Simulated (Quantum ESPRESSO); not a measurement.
CdTe:

```
CELL_PARAMETERS angstrom
0.00000 3.20500 3.20500
3.20500 0.00000 3.20500
3.20500 3.20500 0.00000
ATOMIC_POSITIONS crystal
Te 0.75000 0.75000 0.75000
Cd 0.00000 0.00000 0.00000
```

Base run:

| Property | Result |
| --- | --- |
| Program | Quantum ESPRESSO 7.5 |
| Functional | PBE |
| Potentials or basis | GBRV 1.5 PBE |
| Cutoff | 612 eV |
| Density cutoff | 4898 eV |
| k mesh | 6 × 6 × 6, shifted |
| Occupations | fermi-dirac, width 0.05 eV |
| Spin | no spin polarisation |

Its results: pressure 4.5 GPa; electronic dielectric tensor (diagonal) 8.59.

Question: The run is repeated on the same cell with these changes: functional from PBE to AM05. What comes out?

Answer: Pressure 2.6 GPa; electronic dielectric tensor (diagonal) 8.66.

AM05 binds more tightly than PBE, so the same cell stands under less pressure.

Caveats: the cell is more than 3 GPa from zero pressure, which shifts response properties (some runs); the potentials were made for another functional, which shifts forces and pressure (some runs).
